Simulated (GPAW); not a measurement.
# Dielectric function and optical constants of BP

Wanted: where BP starts to absorb, how strongly, and its refractive index.

Program: GPAW 26.7.0. Level of theory: DFT, LDA, plane-wave PAW (GPAW data sets), scalar-relativistic, RPA, optical limit. Results are calculated unless marked as measured.

This is a report of a sequence of runs, with most program output left out.

## Step 1: Set-up

It takes space group F-43m (No. 216, cubic). The conventional cell has a = 4.538 Å, b = 4.538 Å, c = 4.538 Å, α = 90.00°, β = 90.00°, γ = 90.00°. Nearest to P lie 4 B at 1.97 Å. Nearest to B lie 4 P at 1.97 Å. Farther neighbours are not listed.

## Step 2: Ground state

First the ground state: is it a metal or has it a gap?

This step: DFT, LDA, plane-wave PAW (GPAW data sets), scalar-relativistic, ground state (GPAW 26.7.0).

gs.py

```python
from ase import Atoms
from ase.dft.bandgap import bandgap
from gpaw import GPAW, PW, FermiDirac

atoms = Atoms(['P', 'B'],
              cell=[[0.000000000000, 2.269000000000, 2.269000000000],
                    [2.269000000000, 0.000000000000, 2.269000000000],
                    [2.269000000000, 2.269000000000, 0.000000000000]],
              scaled_positions=[[0.750000000000, 0.750000000000, 0.750000000000],
                                [0.000000000000, 0.000000000000, 0.000000000000]],
              pbc=[True, True, True])
atoms.calc = GPAW(mode=PW(500), xc='LDA', kpts={'size': (8, 8, 8), 'gamma': True},
                  occupations=FermiDirac(0.05), maxiter=150, txt='gs.txt')
print('energy (eV)', atoms.get_potential_energy())
print('Fermi level (eV)', atoms.calc.get_fermi_level())
print('valence electrons', atoms.calc.get_number_of_electrons())
print('gap (eV)', bandgap(atoms.calc, output=None)[0])
print('direct gap (eV)', bandgap(atoms.calc, direct=True, output=None)[0])
atoms.calc.write('gs.gpw')
```

Run with:

```
$ OMP_NUM_THREADS=1 python gs.py
```

The job ended after 4.6 s (1 thread of Arm Neoverse V1, shared host; peak memory 0.12 GiB).

This step gave:

```
energy                 : -14.35 eV
Fermi energy           : 8.592 eV
gap on the k-mesh      : 1.219 eV
direct gap on the mesh : 3.379 eV
electrons              : 8
```

There is a gap, 1.22 eV on this mesh (points off the mesh can give less), so no carriers' term is needed.

## Step 3: Bands for the response

At the fixed density, many empty bands are solved on the mesh of the response, since the spectrum sums over them.

This step: DFT, LDA, plane-wave PAW (GPAW data sets), scalar-relativistic, bands at fixed density (GPAW 26.7.0).

nscf.py

```python
from ase.dft.bandgap import bandgap
from gpaw import GPAW, FermiDirac

calc = GPAW('gs.gpw').fixed_density(kpts={'size': (13, 13, 13), 'gamma': True}, nbands=24, convergence={'bands': 18},
                                    occupations=FermiDirac(0.001), txt='nscf.txt')
print('gap (eV)', bandgap(calc, output=None)[0])
print('direct gap (eV)', bandgap(calc, direct=True, output=None)[0])
print('top band over the Fermi level (eV)', min(calc.get_eigenvalues(kpt=k)[17] for k in range(len(calc.get_ibz_k_points()))) - calc.get_fermi_level())
calc.write('full.gpw', mode='all')
```

Run with:

```
$ OMP_NUM_THREADS=1 python nscf.py
```

Run time: 23 s. Hardware: 1 thread; peak memory 0.16 GiB.

This step gave:

| Item | Value |
| --- | --- |
| gap on the k-mesh | 1.204 eV |

## Step 4: Dielectric function, RPA

Local fields let the induced charge screen the field inside the cell, which as a rule lowers ε, most along directions where the density is uneven.

This step: DFT, LDA, plane-wave PAW (GPAW data sets), scalar-relativistic, RPA, optical limit (GPAW 26.7.0).

df.py

```python
from gpaw.response.df import DielectricFunction

df = DielectricFunction('full.gpw', frequencies={'type': 'nonlinear', 'domega0': 0.03, 'omega2': 8},
                        ecut=50,
                        eta=0.15,
                        nbands=18,
                        txt='df.txt')
for direction in ['x', 'z']:
    df.get_dielectric_function(xc='RPA', direction=direction, filename=f'df_{direction}.csv')
```

Run with:

```
$ OMP_NUM_THREADS=1 python df.py
```

The job ended after 4.3 s (1 thread; peak memory 0.2 GiB).

Numbers from this step:

```
electronic dielectric constant ε∞, mean over x, y and z (by symmetry where fewer were run) : 9.081
main peak of Im epsilon, first axis                                                        : 5.687 eV
```

Some rows of df_x.csv (energy; Re and Im without local fields; Re and Im with them):

```text
0.000000, 9.565281, -0.000000, 9.080949, 0.000000
0.429336, 9.612769, 0.033526, 9.124951, 0.031063
0.878195, 9.768433, 0.071727, 9.269157, 0.066435
1.347938, 10.064118, 0.119788, 9.542952, 0.110884
1.840057, 10.559489, 0.187976, 10.001301, 0.173842
2.356191, 11.377914, 0.302440, 10.757696, 0.279319
2.898142, 12.841792, 0.570720, 12.108425, 0.526139
3.467895, 15.575456, 2.112009, 14.620035, 1.943128
4.067647, 15.764324, 5.343191, 14.792434, 4.926817
4.699832, 17.065870, 10.395381, 16.007286, 9.483103
5.367152, 21.185870, 22.361793, 19.803673, 19.985028
6.072622, -0.003298, 18.586095, 0.289364, 16.949895
6.819608, -9.989815, 15.949545, -8.759314, 15.827528
7.611886, -7.450923, 6.258171, -7.027081, 6.341017
8.453705, -3.072933, 6.051171, -2.659358, 5.520755
9.349861, -4.971806, 5.006327, -4.405729, 5.136001
10.305790, -3.806886, 2.158388, -3.617971, 2.216994
11.327680, -2.337302, 2.186242, -2.057083, 2.164001
12.422601, -2.442382, 1.367159, -2.285215, 1.476918
13.598673, -1.640817, 1.030437, -1.484289, 1.116425
```

The Im ε, E ∥ x or z has structure finer than the step of the table below, so its rows give means over 0.5 eV, whole bins alone (the curve runs from 0 to 14.0 eV). Peaks (eV: height): 5.66: 30.0, 6.55: 24.5.

Values under the direct gap are tails of Lorentzian lines. The Im ε, E ∥ x or z by photon energy; means over each step:

| photon energy (eV) | Im ε, E ∥ x or z |
| --- | --- |
| 0.5 | 0.0365 |
| 1.0 | 0.0774 |
| 1.5 | 0.129 |
| 2.0 | 0.202 |
| 2.5 | 0.329 |
| 3.0 | 0.671 |
| 3.5 | 2.42 |
| 4.0 | 5.02 |
| 4.5 | 7.83 |
| 5.0 | 11.5 |
| 5.5 | 24.6 |
| 6.0 | 20.7 |
| 6.5 | 21.4 |
| 7.0 | 13.6 |
| 7.5 | 7.80 |
| 8.0 | 5.40 |
| 8.5 | 5.59 |
| 9.0 | 5.89 |
| 9.5 | 4.56 |
| 10.0 | 2.97 |
| 10.5 | 1.95 |
| 11.0 | 2.20 |
| 11.5 | 2.20 |
| 12.0 | 2.16 |
| 12.5 | 1.47 |
| 13.0 | 1.28 |
| 13.5 | 1.17 |

The Re ε, E ∥ x or z by photon energy:

| photon energy (eV) | Re ε, E ∥ x or z |
| --- | --- |
| 0.0 | 9.08 |
| 0.5 | 9.14 |
| 1.0 | 9.33 |
| 1.5 | 9.66 |
| 2.0 | 10.2 |
| 2.5 | 11.0 |
| 3.0 | 12.5 |
| 3.5 | 14.8 |
| 4.0 | 14.6 |
| 4.5 | 17.5 |
| 5.0 | 18.3 |
| 5.5 | 17.2 |
| 6.0 | -1.43 |
| 6.5 | -0.658 |
| 7.0 | -8.15 |
| 7.5 | -8.14 |
| 8.0 | -4.94 |
| 8.5 | -2.68 |
| 9.0 | -4.32 |
| 9.5 | -4.49 |
| 10.0 | -4.19 |
| 10.5 | -3.08 |
| 11.0 | -2.27 |
| 11.5 | -1.99 |
| 12.0 | -2.11 |
| 12.5 | -2.14 |
| 13.0 | -1.74 |
| 13.5 | -1.53 |

The refractive index n and extinction k by photon energy:

| photon energy (eV) | n | k |
| --- | --- | --- |
| 0.0 | 3.01 | 0 |
| 0.5 | 3.02 | 0.00601 |
| 1.0 | 3.05 | 0.0126 |
| 1.5 | 3.11 | 0.0206 |
| 2.0 | 3.19 | 0.0314 |
| 2.5 | 3.32 | 0.0486 |
| 3.0 | 3.53 | 0.0879 |
| 3.5 | 3.86 | 0.272 |
| 4.0 | 3.87 | 0.637 |
| 4.5 | 4.29 | 0.971 |
| 5.0 | 4.45 | 1.22 |
| 5.5 | 4.90 | 2.60 |
| 6.0 | 2.91 | 3.15 |
| 6.5 | 3.42 | 3.51 |
| 7.0 | 1.93 | 3.44 |
| 7.5 | 1.18 | 3.09 |
| 8.0 | 1.11 | 2.49 |
| 8.5 | 1.34 | 2.12 |
| 9.0 | 1.23 | 2.41 |
| 9.5 | 0.973 | 2.33 |
| 10.0 | 0.674 | 2.16 |
| 10.5 | 0.500 | 1.83 |
| 11.0 | 0.688 | 1.66 |
| 11.5 | 0.689 | 1.57 |
| 12.0 | 0.660 | 1.59 |
| 12.5 | 0.447 | 1.53 |
| 13.0 | 0.449 | 1.39 |
| 13.5 | 0.452 | 1.31 |

The Im ε, E ∥ x or z has structure finer than the step of the table below, so its rows give means over 0.5 eV, whole bins alone (the curve runs from 0 to 14.0 eV). Peaks (eV: height): without local fields 5.66: 32.8, 6.49: 26.0; with local fields 5.66: 30.0, 6.55: 24.5.

Values under the direct gap are tails of Lorentzian lines. The Im ε, E ∥ x or z by photon energy; means over each step:

| photon energy (eV) | without local fields | with local fields |
| --- | --- | --- |
| 0.5 | 0.0394 | 0.0365 |
| 1.0 | 0.0836 | 0.0774 |
| 1.5 | 0.139 | 0.129 |
| 2.0 | 0.219 | 0.202 |
| 2.5 | 0.357 | 0.329 |
| 3.0 | 0.728 | 0.671 |
| 3.5 | 2.63 | 2.42 |
| 4.0 | 5.46 | 5.02 |
| 4.5 | 8.57 | 7.83 |
| 5.0 | 12.6 | 11.5 |
| 5.5 | 27.2 | 24.6 |
| 6.0 | 22.3 | 20.7 |
| 6.5 | 22.9 | 21.4 |
| 7.0 | 13.8 | 13.6 |
| 7.5 | 7.68 | 7.80 |
| 8.0 | 5.55 | 5.40 |
| 8.5 | 6.04 | 5.59 |
| 9.0 | 5.91 | 5.89 |
| 9.5 | 4.43 | 4.56 |
| 10.0 | 2.84 | 2.97 |
| 10.5 | 1.95 | 1.95 |
| 11.0 | 2.22 | 2.20 |
| 11.5 | 2.20 | 2.20 |
| 12.0 | 2.08 | 2.16 |
| 12.5 | 1.38 | 1.47 |
| 13.0 | 1.23 | 1.28 |
| 13.5 | 1.11 | 1.17 |

Values under the direct gap are tails of Lorentzian lines. The loss function −Im 1/ε at q → 0, E ∥ x or z by energy loss; read off at these points:

energy loss (eV), loss function −Im 1/ε at q → 0, E ∥ x or z and a bar:
```
     0.00      0.000 
     0.50      0.000 
     1.00      0.001 
     1.50      0.001 
     2.00      0.002 
     2.50      0.003 
     3.00      0.004 
     3.50      0.009 #
     4.00      0.021 ##
     4.50      0.022 ##
     5.00      0.024 ##
     5.50      0.027 ###
     6.00      0.054 #####
     6.50      0.042 ####
     7.00      0.055 #####
     7.50      0.061 ######
     8.00      0.100 #########
     8.39      0.150 ##############
     8.50      0.144 ##############
     9.00      0.110 ##########
     9.50      0.111 ###########
    10.00      0.112 ###########
    10.50      0.142 #############
    11.00      0.220 #####################
    11.50      0.251 ########################
    11.63      0.257 ########################
    12.00      0.237 ######################
    12.50      0.212 ####################
    13.00      0.273 ##########################
    13.50      0.318 ##############################
```

Optical constants at common wavelengths, from n + ik = √ε:

| wavelength (nm) | n | k | R (%) | 1/α |
| --- | --- | --- | --- | --- |
| 633 | 3.19 | 0.030 | 27.3 | 1.7 µm |
| 532 | 3.27 | 0.042 | 28.3 | 1.0 µm |
| 450 | 3.42 | 0.063 | 30.0 | 565 nm |
| 405 | 3.57 | 0.098 | 31.6 | 330 nm |
| 365 | 3.78 | 0.225 | 34.0 | 129 nm |
| 308 | 3.88 | 0.635 | 35.9 | 39 nm |
| 248 | 4.45 | 1.222 | 43.0 | 16 nm |

Below the direct gap, k and the depth come from the tails of the Lorentzian lines, not from transitions.

Rows near the edge hang on the gap, which this functional as a rule makes too small, and phonon-assisted absorption is left out.

## Step 5: Summary of results

```json
{
 "electronic dielectric constant ε∞, mean over x, y and z (by symmetry where fewer were run) (RPA)": "9.08",
 "main peak of Im epsilon, first axis": "5.69 eV"
}
```

**Reading.** At this level (LDA, RPA) BP has ε∞ = 9.08 and n = 3.04 at 1550 nm, and Im ε peaks at 5.7 eV. On the mesh the gap is 1.20 eV and the least direct gap 3.38 eV, so on this mesh the band edges lie at different points. Local fields change the static value along x from 9.57 to 9.08 (-5 %). Distinct maxima of Im ε, read by a parabola through the highest points, lie at 5.69 eV (30), 6.54 eV (24) and 8.84 eV (6.5). Excitons and phonon-assisted transitions are missing; LDA gaps are as a rule too small, which pulls the onset down and ε∞ up. The sum runs over mesh points, so small or evenly spaced maxima can still be ripples of the mesh.

[Machine, clock and banner lines and Python warnings are left out of the logs.]

[Logs are printed without paths, hosts, clocks, repeated set-up lines and the standing remarks that a program may print on its own settings, such as how far it seeks lower states.]

[Hosts, paths, dates, database ids (printed as entryN), source tags and the programs' standing remarks are cut or masked in the printed files.]
